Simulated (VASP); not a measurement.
# NiO (P-6m2) in VASP: reference runs

Aim: a first look at NiO with PBE, on the cell as given and on a disturbed one, then over a range of volumes.

All numbers are computed with VASP 6.6.1; they aren't measurements. Logs are shortened: lines on timing, memory, paths and dates and some standing lists are left out, and cuts for length are marked.

## (1) The crystal as given

Symmetry: P-6m2, No. 187, hexagonal system. Conventional cell: a = 2.783 Å, b = 2.783 Å, c = 2.716 Å, α = 90.00°, β = 90.00°, γ = 120.00°. Around Ni (site symmetry -6m2) lie 6 O at 2.10 Å. Around O (site symmetry -6m2) lie 6 Ni at 2.10 Å.

Measurements of this composition are mostly on another form, of space group No. 225.

## (2) Single point, PBE, collinear spin, ferromagnetic start

The input, INCAR:

```
SYSTEM = NiO
PREC = Accurate
ENCUT = 520
EDIFF = 1E-7
ISMEAR = -1
SIGMA = 0.05
LREAL = .False.
LASPH = .True.
NELM = 120
ALGO = Normal
ISIF = 2
LWAVE = .False.
LCHARG = .False.
ISPIN = 2
MAGMOM = 1 0
LORBIT = 11
LMAXMIX = 4
GGA = PE
NBANDS = 19
```

The input, KPOINTS:

```
regular mesh
0
Gamma
  11 11 10
  0 0 0
```

The input, POSCAR:

```
NiO
1.0
    2.7830607900      0.0000000000      0.0000000000
   -1.3915303900      2.4102013400      0.0000000000
    0.0000000000      0.0000000000      2.7161294400
Ni O
1 1
Direct
    0.0000000000      0.0000000000      0.0000000000
    0.6666666667      0.3333333333      0.5000000000
```

Potentials or basis: VASP PAW PBE potentials, release 64 (Ni, O).

On the command line:

```sh
cat potpaw_PBE.64/Ni/POTCAR potpaw_PBE.64/O/POTCAR > POTCAR
mpirun -np 1 vasp_std > vasp.out
```

OUTCAR:

```text
SYSTEM = NiO
   PREC = Accurate
   ENCUT = 520
   EDIFF = 1E-7
   ISMEAR = -1
   LREAL = .False.
   LASPH = .True.
   NELM = 120
   ISIF = 2
   ISPIN = 2
   LORBIT = 11
   GGA = PE

 ion  position               nearest neighbor table
   1  0.000  0.000  0.000-   2 2.10   2 2.10   2 2.10   2 2.10   2 2.10   2 2.10
   2  0.667  0.333  0.500-   1 2.10   1 2.10   1 2.10   1 2.10   1 2.10   1 2.10

  LATTYP: Found a hexagonal cell.
 ALAT       =     2.7830607900
 C/A-ratio  =     0.9759504535

  Lattice vectors:

 A1 = (   2.7830607900,   0.0000000000,   0.0000000000)
 A2 = (  -1.3915303900,   2.4102013400,   0.0000000000)
 A3 = (   0.0000000000,   0.0000000000,   2.7161294400)

Analysis of symmetry for initial positions (statically):
=====================================================================
 Subroutine PRICEL returns:
 Original cell was already a primitive cell.

 Routine SETGRP: Setting up the symmetry group for a
 hexagonal supercell.

 Subroutine GETGRP returns: Found 12 space group operations
 (whereof 12 operations were pure point group operations)
 out of a pool of 24 trial point group operations.

The static configuration has the point symmetry D_3h.

Analysis of symmetry for dynamics (positions and initial velocities):
=====================================================================
 Subroutine PRICEL returns:
 Original cell was already a primitive cell.

 Routine SETGRP: Setting up the symmetry group for a
 hexagonal supercell.

 Subroutine GETGRP returns: Found 12 space group operations
 (whereof 12 operations were pure point group operations)
 out of a pool of 24 trial point group operations.

The dynamic configuration has the point symmetry D_3h.

Analysis of structural, dynamic, and magnetic symmetry:
=====================================================================
 Subroutine PRICEL returns:
 Original cell was already a primitive cell.

 Routine SETGRP: Setting up the symmetry group for a
 hexagonal supercell.

 Subroutine GETGRP returns: Found 12 space group operations
 (whereof 12 operations were pure point group operations)
 out of a pool of 24 trial point group operations.

The overall configuration has the point symmetry D_3h.

 Subroutine INISYM returns: Found 12 space group operations
 (whereof 12 operations are pure point group operations),
 and found     1 'primitive' translations

[... 112 lines left out ...]
   IMIX   =      4    mixing-type and parameters
     AMIX     =   0.40;   BMIX     =  1.00
     AMIX_MAG =   1.60;   BMIX_MAG =  1.00
  volume/ion in A,a.u.               =       9.11        61.47
  Fermi-wavevector in a.u.,A,eV,Ry     =   1.567735  2.962590 33.440306  2.457793
  Thomas-Fermi vector in A             =   2.669871
   LORBIT       =     11    0 simple, 1 ext, 2 COOP (PROOUT), +10 PAW based schemes
   GGA     = PE    functional components
   LHFCALC =     F    Hartree Fock is set to
   AEXX    =    0.0000 exact exchange contribution
   IVDW    =     0    specifies the selected vdW correction
   LEPSILON=     F    determine dielectric tensor
   LRPA    =     F    only Hartree local field effects (RPA)
 spin polarized calculation
  energy-cutoff  :      520.00
  volume of cell :       18.22
 maximum number of plane-waves:       498
 NGX is ok and might be reduce to    24
   NGX = 11   NGY = 11   NGZ = 11

 number of electron      16.0000004 magnetization       1.8400868

 Free energy of the ion-electron system (eV)
  ---------------------------------------------------
  ext. energy  EPLUGINS =         0.00000000
  ---------------------------------------------------
  free energy    TOTEN  =       -11.03760691 eV

  energy without entropy =      -11.02236214  energy(sigma->0) =      -11.02998452

 E-fermi :   7.6431     XC(G=0): -12.7065

 val. band max:        7.6315558848   @ k =   0.2727   0.1818   0.1000
 cond. band min:       7.6621990424   @ k =   0.2727   0.2727   0.0000
 fundamental gap:      0.0306431577
 Fermi energy:         7.6430709940

 spin component 1

 k-point     1 :       0.0000    0.0000    0.0000
  band No.  band energies     occupation
      1     -12.6843      1.00000
      2       3.3070      1.00000
      3       3.3070      1.00000
      4       4.0906      1.00000
      5       4.2130      1.00000
      6       5.3332      1.00000
[... 517 lines left out ...]
     18      38.4465      0.00000
     19      40.3375      0.00000

 [... further k-points ...]

 spin component 2

 k-point     1 :       0.0000    0.0000    0.0000
  band No.  band energies     occupation
      1     -12.0591      1.00000
      2       4.1850      1.00000
      3       4.1850      1.00000
      4       4.7714      1.00000
      5       4.8751      1.00000
      6       7.4172      0.98920
[... 517 lines left out ...]
     18      38.6872      0.00000
     19      40.6555      0.00000

 [... further k-points ...]

------------------------ aborting loop because EDIFF is reached ----------------------------------------

  FORCE on cell =-STRESS in cart. coord.  units (eV):
  Direction    XX          YY          ZZ          XY          YZ          ZX
  --------------------------------------------------------------------------------------
  -------------------------------------------------------------------------------------
  Total        0.6912784      0.6912784      0.2705494      0.0000000      0.0000000      0.0000000
  in kB       60.7906958     60.7906956     23.7919835      0.0000001      0.0000000      0.0000000
  external PRESSURE =      48.4577916 kB  Pullay stress =       0.0000000 kB

 VOLUME and BASIS-vectors are now :
 -----------------------------------------------------------------------------
  energy-cutoff  :      520.00
  volume of cell :       18.22
      direct lattice vectors                 reciprocal lattice vectors
     2.783060790  0.000000000  0.000000000     0.359316621  0.207451548  0.000000000
    -1.391530390  2.410201340  0.000000000     0.000000000  0.414903097  0.000000000
     0.000000000  0.000000000  2.716129440     0.000000000  0.000000000  0.368170966

 POSITION                                       TOTAL-FORCE (eV/Angst)
 -----------------------------------------------------------------------------------
      0.00000      0.00000      0.00000        -0.000000     -0.000000      0.000000
      1.39153      0.80340      1.35806         0.000000      0.000000      0.000000
 -----------------------------------------------------------------------------------
    total drift:                               -0.000000      0.000000      0.000000

  FREE ENERGIE OF THE ION-ELECTRON SYSTEM (eV)
  ---------------------------------------------------
  free  energy   TOTEN  =       -11.0376069072 eV

  energy  without entropy=      -11.0223621385  energy(sigma->0) =      -11.02998452

 total charge

# of ion       s       p       d       tot
------------------------------------------
    1        0.334   0.418   8.257   9.008
    2        1.572   3.373   0.000   4.945
--------------------------------------------------
tot          1.906   3.791   8.257  13.953

 magnetization (x)

# of ion       s       p       d       tot
------------------------------------------
    1        0.000   0.007   1.385   1.392
    2        0.020   0.382   0.000   0.402
--------------------------------------------------
tot          0.020   0.389   1.385   1.794
```

stdout:

```text
POSCAR found type information on POSCAR NiO
 POSCAR found :  2 types and       2 ions
 scaLAPACK will be used
 LDA part: xc-table for (Slater+PW92), standard interpolation
 POSCAR, INCAR and KPOINTS ok, starting setup
 FFT: planning ... GRIDC
 FFT: planning ... GRID_SOFT
 FFT: planning ... GRID
 WAVECAR not read
 entering main loop
```

Run time: 39 s. Hardware: 1 thread of Intel Xeon Platinum 8559C (Emerald Rapids), shared host; peak memory 0.17 GiB.

What came out:

```
Free energy                                           : -11.0376 eV
Pressure                                              : 4.8 GPa
Band gap on the k mesh                                : none (metal or under the smearing width)
Net moment                                            : 1.84 μB per cell
Site moments                                          : Ni +1.39; O +0.40 μB
Valence electrons inside the program's atomic spheres : Ni 9.01; O 4.95
```

Stress tensor (GPa, compression positive):
```
6.08 0.00 0.00
0.00 6.08 0.00
0.00 0.00 2.38
```

Levels at points of the mesh, in eV from the Fermi level:
Spin up:
```
           k point  band 6  band 7  band 8  band 9  band 10  band 11  band 12  band 13
(0.00, 0.00, 0.00)   -2.31   -2.31   -0.48   -0.48     1.26    15.32    17.07    17.07
(0.00, 0.00, 0.50)   -2.51   -1.52   -0.79   -0.79     7.31     7.71    22.23    22.23
```
Spin down:
| k point | band 5 | band 6 | band 7 | band 8 | band 9 | band 10 |
| --- | --- | --- | --- | --- | --- | --- |
| (0.00, 0.00, 0.00) | -2.77 | -0.23 | -0.23 | 0.64 | 0.64 | 1.67 |
| (0.00, 0.00, 0.50) | -1.32 | -1.32 | -0.65 | 0.75 | 0.75 | 7.83 |

Caveat: a cell with one magnetic atom can't hold antiferromagnetic order, which such compounds often take; semilocal functionals often make such compounds metallic where correlation or magnetic order opens a gap, which also shifts bond lengths. With open d or f shells a metallic result of PBE can be an artefact of self-interaction; +U or a hybrid may open a gap.

(Part 1 of 3 ends here.)
